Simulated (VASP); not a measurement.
Input of a VASP 6.6.1 run:

INCAR

```
SYSTEM = Y
PREC = Accurate ; ENCUT = 600
EDIFF = 1E-7 ; ISMEAR = 1
SIGMA = 0.1 ; LREAL = .FALSE.
LASPH = .TRUE. ; NELM = 80
ALGO = Normal ; ISIF = 3
LWAVE = .FALSE. ; LCHARG = .FALSE.
GGA = PS ; IBRION = 2
NSW = 90 ; EDIFFG = -0.005
KPAR = 2
```

The input KPOINTS:

```
Automatic mesh
0
G
  12 12 7
  0 0 0
```

Contents of POSCAR:

```
Y                                       
1.0
    3.5944000908      0.0000000000     -0.0000000000
   -1.7972000454      3.1128417901     -0.0000000000
    0.0000000000      0.0000000000      5.5940541706
  Y             
     2
Direct
     0.3333333332999970    0.6666666667000030    0.2500000000000000
     0.6666666667000030    0.3333333332999970    0.7500000000000000
```

Potentials or basis: VASP PAW PBE potentials, release 64 (Y_sv).

Launch:

```bash
$ cat potpaw_PBE.64/Y_sv/POTCAR > POTCAR
$ mpirun -np 2 vasp_std > vasp.out
```

(1) What does it give for the relaxed cell?

(2) Predict the relaxed volume.

(3) Predict the space group after relaxing (to 0.05 Å).

Answers

(1) a = 3.594 Å, b = 3.594 Å, c = 5.594 Å, α = 90.00°, β = 90.00°, γ = 120.00°.

(2) 31.28 Å³/atom.

(3) P6_3/mmc (No. 194).

Caveat: the PAW data sets were made with another functional, which shifts forces and pressure a little.
